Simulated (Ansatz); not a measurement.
AlN, space group P6_3/mmc, relaxations under a series of pressures

With the Python package of Ansatz (0.2.0).

Notebook, run cell by cell (the value of a cell's last expression is shown):

In [1]:
```python
import ansatz as az
import numpy as np
```

In [2]:
```python
def edges_and_angles(cell):
    cell = np.asarray(cell)
    a, b, c = np.linalg.norm(cell, axis=1)
    cosines = cell[1] @ cell[2] / (b * c), cell[0] @ cell[2] / (a * c), cell[0] @ cell[1] / (a * b)
    return (a, b, c, *np.degrees(np.arccos(cosines)))
```

In [3]:
```python
structure = (
    az.Lattice.from_parameters(3.31211574, 3.31211574, 4.187563, alpha=90, beta=90, gamma=120)
    .space_group(194)
    .atom('Al', (1 / 3, 2 / 3, 0.75))
    .atom('N', (1 / 3, 2 / 3, 0.25))
)
```

In [4]:
```python
len(structure.resolved().sites)
```
Out [4]:
```text
4
```

In [5]:
```python
calc = structure.calculation().functional(az.Functional.LDA).kpoints(density=2.5).occupations('Fixed')
```

In [6]:
```python
rows = []
for pressure in [0, 2, 4, 6, 8]:
    done = calc.relax(cell=True, pressure=pressure).run()
    cell = done.lattice.cell_ang
    n_atoms = len(done.lattice.sites)
    volume = abs(np.linalg.det(cell)) / n_atoms
    enthalpy = done.report['free_energy_ev'] / n_atoms + pressure * volume / 160.21766
    rows.append((pressure, volume, enthalpy, *edges_and_angles(cell)))
    print(f'{pressure} GPa done: {volume:.4f} A^3/atom')
```
```text
DeckWarning: basis.ecutwfc = 420 eV, auto-derived from the records' recommended cutoffs: set by Al (normal level)
0 GPa done: 9.5291 A^3/atom
2 GPa done: 9.4457 A^3/atom
4 GPa done: 9.3658 A^3/atom
6 GPa done: 9.2893 A^3/atom
8 GPa done: 9.2157 A^3/atom
```

In [7]:
```python
print(' P (GPa)  V (A^3/atom)  H (eV/atom)     a       b       c')
for row in rows:
    print('{:8.1f} {:12.4f} {:14.5f} {:7.4f} {:7.4f} {:7.4f}'.format(*row[:6]))
p, v = np.array([row[0] for row in rows], float), np.array([row[1] for row in rows])
print('mean bulk modulus between rows (GPa):', np.round(-np.diff(p) / np.diff(np.log(v)), 1))
```
```text
 P (GPa)  V (A^3/atom)  H (eV/atom)     a       b       c
     0.0       9.5291     -444.83834  3.2757  3.2757  4.1018
     2.0       9.4457     -444.71997  3.2676  3.2676  4.0860
     4.0       9.3658     -444.60257  3.2597  3.2597  4.0713
     6.0       9.2893     -444.48620  3.2519  3.2519  4.0573
     8.0       9.2157     -444.37063  3.2443  3.2443  4.0441
mean bulk modulus between rows (GPa): [227.3 235.4 244.  251.3]
```

The volume falls from 9.53 Å³ an atom at 0 GPa to 9.22 at 8 GPa, by 3.3 %. Between 0 and 2 GPa, -V dP/dV is about 227 GPa, a mean over that step.

Notes:
- Total energies depend on the potentials; only differences at equal settings carry meaning.
- At a fixed pressure a relaxation lowers the enthalpy F + PV, while F alone can rise.
- The structure comes from a database of computed cells and needn't be a stable or known phase.
- Warnings are shown shortened and without file and line.
- Symmetry holds the cell in this phase, whether or not it is the stable one at each pressure.
- Wall time of the script: 23 s on 1 thread of Arm Neoverse V1, on a shared host, peak memory 0.34 GiB.
